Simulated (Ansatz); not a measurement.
# Be: what symmetry allows forces and stress to be

```yaml
crystal:
  lattice:
    - [3.87949, 0.00000, 0.00000]
    - [0.00000, 3.87949, 0.00000]
    - [0.00000, 0.00000, 2.29362]
  atoms:
    - { symbol: Be, position: [0.30873, 0.30873, 0.00000] }
    - { symbol: Be, position: [0.69127, 0.69127, 0.00000] }
    - { symbol: Be, position: [0.19127, 0.80873, 0.50000] }
    - { symbol: Be, position: [0.80873, 0.19127, 0.50000] }
```

Method: Ansatz 0.2.0, DFT PBEsol, scalar-relativistic, plane waves, PAW.

Plane waves to 420 eV, a k mesh through Γ of 12×12×18 on the computed 4-atom cell and Gaussian smearing (0.10 eV); no spin polarisation.

This distorted cell has space group P4_2/mnm, with 16 operations.

Task: Without a calculation: in which directions can each atom feel a force?

Result: A force must be left unchanged by every operation that keeps its atom in place, so it lies in the space that those operations leave fixed. Atoms that the group maps onto each other feel forces of one size.
```csv
atom,site symmetry,operations at the site,equivalent to atom,allowed force (Cartesian)
Be1,m.2m,4,1,"along (0.71, 0.71, 0.00)"
Be2,m.2m,4,1,"along (0.71, 0.71, 0.00)"
Be3,m.2m,4,1,"along (0.71, -0.71, 0.00)"
Be4,m.2m,4,1,"along (0.71, -0.71, 0.00)"
```

That leaves 1 independent force component of 12. A relaxation in this cell that keeps the symmetry moves the atoms in these directions alone.

Task: And the stress tensor?

Result: It must be invariant under the point group, which leaves 2 independent components: yz, xz, xy vanish; xx = yy.

Task: Do the computed values obey this?

Result: Yes. Forces (eV/Å):
```
Be1 -0.279 -0.279  0.000
Be2  0.279  0.279  0.000
Be3  0.279 -0.279  0.000
Be4 -0.279  0.279  0.000
```

Stress (GPa, compression positive, xx yy zz yz xz xy): -8.11 -8.11 -7.60 0.00 0.00 0.00. The program imposes the same operations on density, forces and stress, so this confirms the analysis and is no independent test of the calculation.

This form isn't the element's structure at ambient conditions.